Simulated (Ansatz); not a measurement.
# CoO: states over the whole Brillouin zone

Aim: solve CoO self-consistently, get levels and band slopes on a dense mesh, and map the Fermi surface or, if there is a gap, the valleys at its edges.

Computed with Ansatz 0.2.0 (DFT PBE, scalar-relativistic, plane waves, PAW; levels and slopes on a dense k mesh at the converged density, unless a step's input says otherwise).

### Step 1. Starting point

Symmetry: P6_3mc, No. 186, hexagonal system. The conventional cell has a = 3.198 Å, b = 3.198 Å, c = 5.229 Å, α = 90.00°, β = 90.00°, γ = 120.00°. Around Co (site symmetry 3m) lie 4 O at 1.92 to 1.97 Å. O (site symmetry 3m) is surrounded by 4 Co at 1.92 to 1.97 Å.

Coordinates:

```cif
data_structure
_symmetry_space_group_name_H-M 'P 1'
_symmetry_Int_Tables_number 1
_cell_length_a 3.1976
_cell_length_b 3.1976
_cell_length_c 5.2287
_cell_angle_alpha 90.000
_cell_angle_beta 90.000
_cell_angle_gamma 120.000
_cell_volume 46.30
loop_
_atom_site_label
_atom_site_type_symbol
_atom_site_fract_x
_atom_site_fract_y
_atom_site_fract_z
_atom_site_occupancy
Co1 Co 0.00000 0.00000 0.00347 1
Co2 Co 0.33333 0.66667 0.50336 1
O1 O 0.00000 0.00000 0.37161 1
O2 O 0.33333 0.66667 0.87156 1
```

The structure comes from the Materials Project (structure only) and is not relaxed.

### Step 2. The run

input.yaml reads:

```yaml
crystal:
  lattice:
    - [3.19764574, 0.0, 0.0]
    - [-1.59882287, 2.76924245, 0.0]
    - [0.0, 0.0, 5.22870971]
  atoms:
    - { symbol: Co, position: [0.0, 0.0, 0.00347414], spin: -3.0 }
    - { symbol: Co, position: [0.33333333, 0.66666667, 0.50336241], spin: 3.0 }
    - { symbol: O, position: [0.0, 0.0, 0.37160885] }
    - { symbol: O, position: [0.33333333, 0.66666667, 0.8715556] }
basis:
  ecutwfc: 420
kpoints:
  mp_grid: { grid: [18, 18, 8] }
hamiltonian:
  xc: pbe
scf:
  occupations: { method: gaussian, width: 0.05 }
output:
  forces: true
  eigenvalues: true
  eigenstates:
    nscf_kmesh: { grid: [24, 24, 14] }
    top_band: c6
    de_dk: true
    localisation: true
  stress: true
  populations: true
checkpoint:
  write: ck
  compress: false
  write_wavefunctions: false
  write_every: 100000
magnetization:
  spin_polarized: true
```

Command:

```
ansatz run input.yaml --threads 2 --pin off --max-ram 5120MiB --backend cpu --events-out ev --progress --plain --runs-dir out
```

Q: Predict the outcome of this session. Wanted: gap; valence top; conduction bottom.

**Answer**, as computed:

| quantity | value |
| --- | --- |
| gap | 0.11 eV, indirect |
| valence top | two equivalent maxima at K (spin down), principal masses 1.65, 1.65 and 1.96 mₑ |
| conduction bottom | six equivalent minima on the M–K line (spin down), nearly flat in one direction, with masses 0.26 and 5.24 mₑ across |

The gap is indirect, 0.11 eV at this level of theory (semilocal functionals give gaps that are too small). Another valley lies within 0.05 eV of an edge, so the kind of gap can change with the cell or the functional. The magnetic order is the one reached from the typed starting moments, not necessarily the lowest. Spin-orbit coupling, left out here, would split the bands that meet at an edge and change their masses.
